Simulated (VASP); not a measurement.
RbBr in VASP 6.6.1, single-point calculation

INCAR

```
ENCUT = 520
ISMEAR = -5
LREAL = .FALSE.
ALGO = Fast
NELM = 59
LASPH = .TRUE.
LCHARG = .FALSE.
EDIFF = 1E-7
ISIF = 2
GGA = RE
PREC = Accurate
IBRION = -1
NSW = 0
SIGMA = 0.1
LWAVE = .FALSE.
NBANDS = 15
```

KPOINTS

```
KPOINTS created by Atomic Simulation Environment
0
Gamma
6 6 6
0 0 0
```

POSCAR

```
Rb Br
 1.0000000000000000
     4.2219958348000004   -0.1115015399000000   -0.1115015399000000
    -0.1115015399000000    4.2219958348000004   -0.1115015399000000
    -0.1115015399000000   -0.1115015399000000    4.2219958348000004
 Rb  Br
   1   1
Cartesian
  0.0000000000000000  0.0000000000000000  0.0000000000000000
  1.9994963775000003  1.9994963775000003  1.9994963775000003
```

The recommended PBE PAW datasets give the neutral cell 16 valence electrons.

Command

```
mpirun -np 1 vasp_std
```

OSZICAR

```
N       E                     dE             d eps       ncg     rms          rms(c)
DAV:   1     0.829317765844E+02    0.82932E+02   -0.68287E+03   960   0.925E+02
DAV:   2    -0.113758777102E+00   -0.83046E+02   -0.76919E+02  1317   0.164E+02
DAV:   3    -0.571896543594E+01   -0.56052E+01   -0.55840E+01  1312   0.440E+01
DAV:   4    -0.586298218244E+01   -0.14402E+00   -0.14400E+00  1387   0.677E+00
DAV:   5    -0.586435552024E+01   -0.13733E-02   -0.13733E-02  1398   0.595E-01    0.260E+00
RMM:   6    -0.564580436866E+01    0.21855E+00   -0.20023E-01  1137   0.185E+00    0.171E+00
RMM:   7    -0.561879574330E+01    0.27009E-01   -0.17568E-01  1339   0.181E+00    0.877E-01
RMM:   8    -0.562744447985E+01   -0.86487E-02   -0.12632E-02  1130   0.764E-01    0.196E-01
RMM:   9    -0.562696863838E+01    0.47584E-03   -0.21379E-03  1409   0.260E-01    0.115E-01
RMM:  10    -0.562726905451E+01   -0.30042E-03   -0.15204E-03  1263   0.222E-01    0.846E-02
RMM:  11    -0.562724184422E+01    0.27210E-04   -0.22234E-04  1532   0.774E-02    0.150E-02
RMM:  12    -0.562725247351E+01   -0.10629E-04   -0.71557E-05  1574   0.407E-02    0.613E-03
RMM:  13    -0.562725947301E+01   -0.69995E-05   -0.27240E-05  1474   0.299E-02    0.315E-03
RMM:  14    -0.562726103581E+01   -0.15628E-05   -0.12979E-05  1665   0.159E-02    0.983E-04
RMM:  15    -0.562726184950E+01   -0.81369E-06   -0.52337E-06  1574   0.914E-03    0.111E-03
RMM:  16    -0.562726218328E+01   -0.33378E-06   -0.23009E-06  1483   0.607E-03    0.552E-04
RMM:  17    -0.562726241965E+01   -0.23637E-06   -0.10969E-06  1330   0.416E-03    0.305E-04
RMM:  18    -0.562726248954E+01   -0.69890E-07   -0.56293E-07  1067   0.278E-03
   1 F= -.56272625E+01 E0= -.56272625E+01  d E =0.000000E+00
```

From OUTCAR

```
k-points           NKPTS =     32   k-points in BZ     NKDIM =     32   number of bands    NBANDS=     15

   NELECT =      16.0000    total number of electrons

   dimension x,y,z NGX =    32 NGY =   32 NGZ =   32
   dimension x,y,z NGXF=    64 NGYF=   64 NGZF=   64

  energy-cutoff  :      520.00
  volume of cell :       75.10
      direct lattice vectors                 reciprocal lattice vectors
     4.221995835 -0.111501540 -0.111501540     0.237194653  0.006434158  0.006434158
    -0.111501540  4.221995835 -0.111501540     0.006434158  0.237194653  0.006434158
    -0.111501540 -0.111501540  4.221995835     0.006434158  0.006434158  0.237194653

 k-points in reciprocal lattice and weights: KPOINTS created by Atomic Simulation Env
   0.00000000  0.00000000  0.00000000       0.005
   0.16666667  0.00000000  0.00000000       0.028
   0.33333333  0.00000000  0.00000000       0.028
   0.50000000  0.00000000  0.00000000       0.014
   0.16666667  0.16666667  0.00000000       0.028
   0.33333333  0.16666667  0.00000000       0.056
   0.50000000  0.16666667 -0.00000000       0.056
  -0.33333333  0.16666667 -0.00000000       0.056
   ...

 E-fermi :  -0.8631

 k-point     1 :       0.0000    0.0000    0.0000
  band No.  band energies     occupation
      1     -26.1052      2.00000
      2     -13.3469      2.00000
      3     -10.1135      2.00000
      4     -10.1069      2.00000
      5     -10.1069      2.00000
      6      -1.0418      2.00000
      7      -0.9994      2.00000
      8      -0.9994      2.00000
      9       3.2631      0.00000
     10       4.9883      0.00000
     11       4.9883      0.00000
     12       8.6539      0.00000
     13       8.9905      0.00000
     14       8.9905      0.00000
     15      11.7485      0.00000

 k-point     2 :       0.1667    0.0000    0.0000
  band No.  band energies     occupation
      1     -26.1016      2.00000
      2     -13.3456      2.00000
      3     -10.1383      2.00000
      4     -10.0994      2.00000
      5     -10.0985      2.00000
      6      -1.4364      2.00000
      7      -1.0561      2.00000
      8      -0.9988      2.00000
      9       3.8572      0.00000
     10       5.1891      0.00000
     11       5.5039      0.00000
     12       8.7299      0.00000
     13       8.7824      0.00000
     14       9.0727      0.00000
     15      10.5768      0.00000

 k-point     3 :       0.3333    0.0000    0.0000
  band No.  band energies     occupation
      1     -26.0943      2.00000
      2     -13.3443      2.00000
      3     -10.1942      2.00000
      4     -10.0845      2.00000
      5     -10.0699      2.00000
      6      -2.0925      2.00000
      7      -1.1175      2.00000
      8      -0.9984      2.00000
      9       5.1055      0.00000
     10       5.7438      0.00000
     11       6.4864      0.00000
     12       8.4844      0.00000
     13       8.9040      0.00000
     14       9.0020      0.00000
     15       9.4175      0.00000

 ...

  Total        0.5308813      0.5308813      0.5308813      0.1763809      0.1763809      0.1763809
  in kB       11.3260989     11.3260989     11.3260989      3.7630026      3.7630026      3.7630026
  external PRESSURE =      11.3260989 kB  Pullay stress =       0.0000000 kB

 POSITION                                       TOTAL-FORCE (eV/Angst)
 -----------------------------------------------------------------------------------
      0.00000      0.00000      0.00000        -0.000000     -0.000000      0.000000
      1.99950      1.99950      1.99950         0.000000      0.000000     -0.000000
 -----------------------------------------------------------------------------------
    total drift:                                0.000000      0.000000     -0.000000

  FREE ENERGIE OF THE ION-ELECTRON SYSTEM (eV)
  ---------------------------------------------------
  free  energy   TOTEN  =        -5.6272624895 eV

  energy  without entropy=       -5.6272624895  energy(sigma->0) =       -5.62726249
```

It converged. Results: gap between bands v and c on the k mesh 4.14 eV; least direct gap on the k mesh 4.26 eV; pressure 1.1 GPa. Band v is the last that the valence electrons fill when counted band by band, and c is the next.

For comparison, a separate PBE run of the intended cell, on usual settings and not on those above, gives a gap of 3.88 eV on its mesh and a pressure of 0.0 GPa.

The run above took about 14 s on one core of a shared host (Intel Xeon 6975P-C) and held 0.19 GiB at most.
